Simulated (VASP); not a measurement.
# CdSe (P1) in VASP: further runs

Runs on CdSe. Level: PBE. Tasks: single point.

Everything below comes from runs of VASP 6.6.1. Logs are shortened: lines on timing, memory, paths and dates and some standing lists are left out, and cuts for length are marked.

## (1) The cell of the first run

The typed cell holds 4 atoms: a = 4.439 Å, b = 4.385 Å, c = 6.189 Å, α = 90.64°, β = 90.50°, γ = 90.15°.

The cell comes from a database or a generator and needn't be the stable form of this composition.

## (2) Single point, PBE

Input file INCAR:

```
ALGO     = Fast           # electronic algorithm
EDIFF    = 1E-6           # SCF threshold, eV
ENCUT    = 520            # plane-wave cutoff, eV
GGA      = PE             # functional
ISIF     = 2              # what is computed and relaxed
ISMEAR   = 0              # smearing method
LASPH    = True           # aspherical terms in the spheres
LCHARG   = False          # write CHGCAR
LREAL    = False          # projectors in reciprocal space
LWAVE    = False          # write WAVECAR
NBANDS   = 26             # bands
NELM     = 100            # most SCF steps
PREC     = Accurate       # precision mode
SIGMA    = 0.05           # smearing width, eV
```

Input file KPOINTS:

```
k-points
0
Gamma
  6 6 4
```

Input file POSCAR:

```
CdSe
1.0
   -0.0193663217     -3.1431719225     -3.1349775664
   -0.0244112737      3.1049084404     -3.0967140843
    6.1888761903     -0.0050449519      0.0437775954
Cd Se
2 2
Direct
    0.5219986143      0.5498199624      0.5383765246
    0.0036103199     -0.0509757421     -0.0666736280
   -0.0400875175      0.4748083043      0.2128526634
    0.5144785832      0.0263474754      0.8154444400
```

Potentials or basis: VASP PAW PBE potentials, release 64 (Cd, Se).

Started as:

```
cat potpaw_PBE.64/Cd/POTCAR potpaw_PBE.64/Se/POTCAR > POTCAR
mpirun -np 1 vasp_std > vasp.out
```

OUTCAR:

```text
EDIFF = 1E-6
   ENCUT = 520
   GGA = PE
   ISIF = 2
   ISMEAR = 0
   LASPH = True
   LREAL = False
   NELM = 100
   PREC = Accurate

 ion  position               nearest neighbor table
   1  0.522  0.550  0.538-   4 2.69   3 2.83   4 2.88   3 3.21   2 3.66
   2  0.004  0.949  0.933-   4 2.31   4 2.41   3 2.73   3 2.88   1 3.66
   3  0.960  0.475  0.213-   2 2.73   1 2.83   2 2.88   1 3.21
   4  0.514  0.026  0.815-   2 2.31   2 2.41   1 2.69   1 2.88

  LATTYP: Found a triclinic cell.
 ALAT       =     7.5452105710
 B/A-ratio  =     0.5812006270
 C/A-ratio  =     0.5883690135
 COS(alpha) =     0.0026021888
 COS(beta)  =     0.0087144666
 COS(gamma) =     0.5720640713

  Lattice vectors:

 A1 = (   6.1644649166,   3.0998634885,  -3.0529364889)
 A2 = (  -0.0244112737,   3.1049084404,  -3.0967140843)
 A3 = (   0.0193663217,   3.1431719225,   3.1349775664)

Analysis of symmetry for initial positions (statically):
=====================================================================
 Subroutine PRICEL returns:
 Original cell was already a primitive cell.

 Routine SETGRP: Setting up the symmetry group for a
 triclinic supercell.

 Subroutine GETGRP returns: Found  1 space group operations
 (whereof  1 operations were pure point group operations)
 out of a pool of  2 trial point group operations.

The static configuration has the point symmetry C_1 .

Analysis of symmetry for dynamics (positions and initial velocities):
=====================================================================
 Subroutine PRICEL returns:
 Original cell was already a primitive cell.

 Routine SETGRP: Setting up the symmetry group for a
 triclinic supercell.

 Subroutine GETGRP returns: Found  1 space group operations
 (whereof  1 operations were pure point group operations)
 out of a pool of  2 trial point group operations.

The dynamic configuration has the point symmetry C_1 .

 Subroutine INISYM returns: Found  1 space group operations
 (whereof  1 operations are pure point group operations),
 and found     1 'primitive' translations

----------------------------------------------------------------------------------------

                                     Primitive cell

  volume of cell :     120.4748

  direct lattice vectors                    reciprocal lattice vectors
    -0.019366322 -3.143171923 -3.134977566     0.000998571 -0.159071565 -0.159500363
    -0.024411274  3.104908440 -3.096714084     0.001273431  0.161039021 -0.161467819
     6.188876190 -0.005044952  0.043777595     0.161588371  0.000137430 -0.001136001

  length of vectors
     4.439368100  4.385281115  6.189033077     0.225266788  0.228050531  0.161592423

  position of ions in fractional coordinates (direct lattice)
     0.521998614  0.549819962  0.538376525
     0.003610320  0.949024258  0.933326372
     0.959912483  0.474808304  0.212852663
     0.514478583  0.026347475  0.815444440

  ion indices of the primitive-cell ions
   primitive index   ion index
                 1           1
                 2           2
                 3           3
                 4           4

----------------------------------------------------------------------------------------

 KPOINTS: k-points

Automatic generation of k-mesh.
 Grid dimensions read from file:
 generate k-points for:    6    6    4

 Generating k-lattice:

  Cartesian coordinates                     Fractional coordinates (reciprocal lattice)
     0.000166429 -0.026511928 -0.026583394     0.166666667  0.000000000 -0.000000000
     0.000212239  0.026839837 -0.026911303     0.000000000  0.166666667  0.000000000
     0.040397093  0.000034357 -0.000284000     0.000000000  0.000000000  0.250000000

  Length of vectors
     0.037544465  0.038008422  0.040398106

  Shift w.r.t. Gamma in fractional coordinates (k-lattice)
     0.000000000  0.000000000  0.000000000

 Subroutine IBZKPT returns following result:
 ===========================================

 Found     76 irreducible k-points:

 Following reciprocal coordinates:
            Coordinates               Weight
  0.000000  0.000000  0.000000      1.000000
  0.166667  0.000000  0.000000      2.000000
  0.333333  0.000000  0.000000      2.000000
  0.500000 -0.000000  0.000000      1.000000
 -0.000000  0.166667  0.000000      2.000000
  0.166667  0.166667  0.000000      2.000000
[... 16 lines left out ...]
  0.333333  0.000000  0.250000      2.000000
  0.500000  0.000000  0.250000      2.000000
 [... further k-points ...]
   k-points           NKPTS =     76   k-points in BZ     NKDIM =     76   number of bands    NBANDS=     26
   number of dos      NEDOS =    301   number of ions     NIONS =      4
   total plane-waves  NPLWV =  62208
   dimension x,y,z NGX =    36 NGY =   36 NGZ =   48
   dimension x,y,z NGXF=    72 NGYF=   72 NGZF=   96
   ions per type =               2   2
   NGX,Y,Z   is equivalent  to a cutoff of  13.48, 13.65, 12.89 a.u.
   NGXF,Y,Z  is equivalent  to a cutoff of  26.96, 27.30, 25.79 a.u.
 SYSTEM =  unknown system
   PREC   = accura    normal or accurate (medium, high low for compatibility)
   ISTART =      0    job   : 0-new  1-cont  2-samecut
   ICHARG =      2    charge: 1-file 2-atom 10-const
   ISPIN  =      1    spin polarized calculation?
   LNONCOLLINEAR =      F non collinear calculations
   LSORBIT =      F    spin-orbit coupling
   LASPH  =      T    aspherical Exc in radial PAW
   ENCUT  =  520.0 eV  38.22 Ry    6.18 a.u.   8.25  8.15 11.51*2*pi/ulx,y,z
   NELM   =    100;   NELMIN=  2; NELMDL= -5     # of ELM steps
   EDIFF  = 0.1E-05   stopping-criterion for ELM
   LREAL  =      F    real-space projection
   EDIFFG = 0.1E-04   stopping-criterion for IOM
   NSW    =      0    number of steps for IOM
   IBRION =     -1    ionic relax: 0-MD 1-quasi-New 2-CG
   NFREE  =      0    steps in history (QN), initial steepest desc. (CG)
   ISIF   =      2    stress and relaxation
   ISYM   =      2    0-nonsym 1-usesym 2-fastsym
   POTIM  = 0.5000    time-step for ionic-motion
   TEBEG  =    0.0;   TEEND  =   0.0 temperature during run
   PSTRESS=    0.0 pullay stress
   NELECT =      36.0000    total number of electrons
   NUPDOWN=      -1.0000    fix difference up-down
   EMIN   =  10.00;   EMAX   =-10.00  energy-range for DOS
   EFERMI =   0.00;   METHOD = LEGACY
   ISMEAR =     0;   SIGMA  =   0.05  broadening in eV -4-tet -1-fermi 0-gaus
   EFERMI_NEDOS =   21; number of points for ismear=-14 and -15
   IALGO  =     68    algorithm
   IMIX   =      4    mixing-type and parameters
     AMIX     =   0.40;   BMIX     =  1.00
     AMIX_MAG =   1.60;   BMIX_MAG =  1.00
  volume/ion in A,a.u.               =      30.12       203.25
  Fermi-wavevector in a.u.,A,eV,Ry     =   1.094486  2.068279 16.298419  1.197900
  Thomas-Fermi vector in A             =   2.230792
   LORBIT       =      0    0 simple, 1 ext, 2 COOP (PROOUT), +10 PAW based schemes
   GGA     = PE    functional components
   LHFCALC =     F    Hartree Fock is set to
   AEXX    =    0.0000 exact exchange contribution
   IVDW    =     0    specifies the selected vdW correction
   LEPSILON=     F    determine dielectric tensor
   LRPA    =     F    only Hartree local field effects (RPA)
 non-spin polarized calculation
 RMM-DIIS sequential band-by-band and
 Gauss-broadening in eV      SIGMA  =   0.05
  energy-cutoff  :      520.00
  volume of cell :      120.47
 maximum number of plane-waves:      3267
 NGX is ok and might be reduce to    36
   NGX = 17   NGY = 17   NGZ = 23

 number of electron      36.0000003 magnetization

 Free energy of the ion-electron system (eV)
  ---------------------------------------------------
  ext. energy  EPLUGINS =         0.00000000
  ---------------------------------------------------
  free energy    TOTEN  =        -9.41717375 eV

  energy without entropy =       -9.41674335  energy(sigma->0) =       -9.41695855

 E-fermi :   0.7990     XC(G=0):  -8.6013

 val. band max:        0.7554689611   @ k =  -0.0000   0.1667   0.0000
 cond. band min:       0.8176275041   @ k =   0.0000   0.0000   0.0000
 fundamental gap:      0.0621585430
 Fermi energy:         0.7989518260

 k-point     1 :       0.0000    0.0000    0.0000
  band No.  band energies     occupation
      1     -12.8986      2.00000
      2     -10.7306      2.00000
      3      -8.0273      2.00000
      4      -7.6342      2.00000
      5      -7.5937      2.00000
      6      -7.5405      2.00000
[... 18 lines left out ...]
     25       8.6723      0.00000
     26       9.0066      0.00000

 k-point     2 :       0.1667    0.0000    0.0000
  band No.  band energies     occupation
      1     -12.7968      2.00000
      2     -10.7128      2.00000
      3      -8.1271      2.00000
      4      -7.6473      2.00000
      5      -7.5645      2.00000
      6      -7.5094      2.00000
[... 18 lines left out ...]
     25       8.3114      0.00000
     26       8.6620      0.00000

 k-point     3 :       0.3333    0.0000    0.0000
  band No.  band energies     occupation
      1     -12.5733      2.00000
      2     -10.6791      2.00000
      3      -8.2459      2.00000
      4      -7.7227      2.00000
      5      -7.5244      2.00000
      6      -7.4689      2.00000
[... 18 lines left out ...]
     25       7.7371      0.00000
     26       8.3215      0.00000

 k-point     4 :       0.5000   -0.0000    0.0000
  band No.  band energies     occupation
      1     -12.4491      2.00000
      2     -10.6639      2.00000
      3      -8.2793      2.00000
      4      -7.7559      2.00000
      5      -7.5142      2.00000
      6      -7.4649      2.00000
[... 18 lines left out ...]
     25       8.0755      0.00000
     26       8.7428      0.00000
[... 496 lines left out ...]
      1     -12.7899      2.00000
      2     -10.7172      2.00000
      3      -8.1317      2.00000
      4      -7.6442      2.00000
      5      -7.5578      2.00000
      6      -7.5087      2.00000
[... 18 lines left out ...]
     25       8.1686      0.00000
     26       8.4549      0.00000

 k-point    23 :       0.3333    0.0000    0.2500
  band No.  band energies     occupation
      1     -12.5689      2.00000
      2     -10.6813      2.00000
      3      -8.2525      2.00000
      4      -7.7233      2.00000
      5      -7.5305      2.00000
      6      -7.4706      2.00000
[... 18 lines left out ...]
     25       7.6381      0.00000
     26       8.6563      0.00000

 k-point    24 :       0.5000    0.0000    0.2500
  band No.  band energies     occupation
      1     -12.4464      2.00000
      2     -10.6638      2.00000
      3      -8.2848      2.00000
      4      -7.7588      2.00000
      5      -7.5220      2.00000
      6      -7.4658      2.00000
[... 18 lines left out ...]
     25       8.2630      0.00000
     26       9.0588      0.00000

 [... further k-points ...]
[... 5 lines left out ...]
  --------------------------------------------------------------------------------------
  -------------------------------------------------------------------------------------
  Total       -1.5417987      4.7579418      3.7384959     -1.3501192      4.4600245     -0.6400751
  in kB      -20.5041665     63.2752073     49.7177380    -17.9550481     59.3132469     -8.5122704
  external PRESSURE =      30.8295929 kB  Pullay stress =       0.0000000 kB

 VOLUME and BASIS-vectors are now :
 -----------------------------------------------------------------------------
  energy-cutoff  :      520.00
  volume of cell :      120.47
      direct lattice vectors                 reciprocal lattice vectors
    -0.019366322 -3.143171923 -3.134977566     0.000998571 -0.159071565 -0.159500363
    -0.024411274  3.104908440 -3.096714084     0.001273431  0.161039021 -0.161467819
     6.188876190 -0.005044952  0.043777595     0.161588371  0.000137430 -0.001136001

 POSITION                                       TOTAL-FORCE (eV/Angst)
 -----------------------------------------------------------------------------------
      3.30841      0.06369     -3.31552        -1.127880     -0.170013      0.348947
      5.75300      2.93058     -2.90932         2.634426     -1.407867     -0.411840
      1.28714     -1.54401     -4.47033         1.124964     -0.137743     -0.358102
      5.03608     -1.53940     -1.65877        -2.631511      1.715623      0.420995
 -----------------------------------------------------------------------------------
    total drift:                               -0.000726      0.000010      0.000158

  FREE ENERGIE OF THE ION-ELECTRON SYSTEM (eV)
  ---------------------------------------------------
  free  energy   TOTEN  =        -9.4171737462 eV

  energy  without entropy=       -9.4167433532  energy(sigma->0) =       -9.41695855
```

Run time: 4.5 min. Hardware: 1 thread of Intel Xeon Platinum 8375C at 2.90GHz (Ice Lake), shared host; peak memory 0.38 GiB.

Results:

* Free energy: -9.4172 eV
* Pressure: 3.1 GPa
* Largest force: 3.169 eV/Å
* Band gap on the k mesh: 0.06 eV, indirect (least direct gap 0.07 eV)

Forces in eV/Å, atoms in the order of the input:
```
Cd  -1.128 -0.170  0.349
Cd   2.634 -1.408 -0.412
Se   1.125 -0.138 -0.358
Se  -2.632  1.716  0.421
```

Levels at points of the mesh, in eV from the valence-band top:
```csv
k point,band 15,band 16,band 17,band 18,band 19,band 20,band 21,band 22
"(0.00, 0.00, 0.00)",-2.28,-0.60,-0.09,-0.01,0.06,2.54,3.54,5.57
"(0.50, 0.00, 0.00)",-2.16,-1.45,-1.41,-0.42,2.64,3.77,4.23,4.71
"(0.00, 0.50, 0.00)",-2.37,-2.15,-1.34,-0.19,2.28,2.72,4.75,4.95
"(0.50, 0.50, 0.00)",-2.25,-1.67,-1.36,-1.06,1.69,2.11,3.63,4.44
"(0.00, 0.00, 0.50)",-2.45,-1.89,-0.38,-0.27,2.01,2.50,3.86,4.64
"(0.50, 0.00, 0.50)",-1.39,-1.00,-0.68,-0.34,1.43,2.51,4.84,5.47
"(0.00, 0.50, 0.50)",-2.37,-0.97,-0.49,-0.10,1.45,1.76,5.00,5.33
"(0.50, 0.50, 0.50)",-2.46,-2.17,-1.80,-1.56,3.14,3.84,5.05,5.61
```

Caveat: forces of over 1 eV/Å show positions far from the minimum, so gaps and moduli don't describe the material at rest.

## (3) Single point, PBE

Input file INCAR:

```
SYSTEM = CdSe
  ALGO = Fast
  EDIFF = 1E-6
  ENCUT = 520
  GGA = PE
  ISIF = 2
  ISMEAR = 0
  LASPH = .True.
  LCHARG = .True.
  LELF = .True.
  LREAL = .False.
  LVHAR = .True.
  LWAVE = .False.
  NBANDS = 26
  NELM = 100
  PREC = Accurate
  SIGMA = 0.05
```

Input file KPOINTS:

```
k-points
0
Gamma
  6 6 4
  0 0 0
```

Input file POSCAR:

```
CdSe
1.0
   -0.0193663217     -3.1431719225     -3.1349775664
   -0.0244112737      3.1049084404     -3.0967140843
    6.1888761903     -0.0050449519      0.0437775954
Cd Se
2 2
Direct
    0.5010909658      0.4990380733      0.4988420988
    0.0011694176     -0.0020371992     -0.0011627196
   -0.0011562163      0.5011199855      0.2511524570
    0.4988958328      0.0018791403      0.7511681639
```

Potentials or basis: VASP PAW PBE potentials, release 64 (Cd, Se).

Started as:

```
cat potpaw_PBE.64/Cd/POTCAR potpaw_PBE.64/Se/POTCAR > POTCAR
mpirun -np 1 vasp_std > vasp.out
```

It took 4 min on 1 thread of Intel Xeon Platinum 8375C at 2.90GHz (Ice Lake), shared host; peak memory 0.37 GiB.

It converged, with:

```yaml
Free_energy: -10.9925 eV
Pressure: -0.3 GPa
Largest_force: 0.003 eV/Å
Band_gap_on_the_k_mesh: 0.43 eV
```

Forces in eV/Å, atoms in the order of the input:
```
Cd  -0.001 -0.003  0.001
Cd  -0.001  0.000 -0.001
Se   0.001  0.002 -0.001
Se   0.001  0.000  0.001
```

Stress tensor (GPa, compression positive):
```
-0.24  0.03 -0.31
 0.03 -0.39 -0.27
-0.31 -0.27 -0.34
```

Levels at points of the mesh, in eV from the valence-band top:
| k point | band 14 | band 15 | band 16 | band 17 | band 18 | band 19 | band 20 | band 21 | band 22 | band 23 |
| --- | --- | --- | --- | --- | --- | --- | --- | --- | --- | --- |
| (0.00, 0.00, 0.00) | -1.74 | -1.64 | -0.08 | -0.04 | 0.00 | 0.43 | 3.18 | 3.61 | 5.80 | 5.88 |
| (0.50, 0.00, 0.00) | -3.40 | -1.86 | -1.86 | -0.70 | -0.70 | 3.56 | 3.56 | 5.81 | 5.81 | 6.23 |
| (0.00, 0.50, 0.00) | -3.38 | -1.84 | -1.84 | -0.77 | -0.77 | 3.46 | 3.47 | 5.79 | 5.79 | 6.17 |
| (0.50, 0.50, 0.00) | -3.83 | -1.71 | -1.67 | -1.66 | -1.60 | 3.21 | 3.22 | 3.65 | 3.69 | 8.72 |
| (0.00, 0.00, 0.50) | -2.46 | -1.00 | -1.00 | -0.92 | -0.92 | 3.08 | 3.08 | 4.19 | 4.19 | 7.41 |
| (0.50, 0.00, 0.50) | -4.04 | -0.71 | -0.69 | -0.68 | -0.64 | 2.26 | 2.33 | 6.36 | 6.39 | 6.41 |
| (0.00, 0.50, 0.50) | -4.01 | -0.75 | -0.74 | -0.71 | -0.64 | 2.18 | 2.27 | 6.28 | 6.34 | 6.35 |
| (0.50, 0.50, 0.50) | -3.72 | -2.03 | -2.03 | -1.97 | -1.97 | 4.71 | 4.71 | 5.20 | 5.21 | 6.35 |
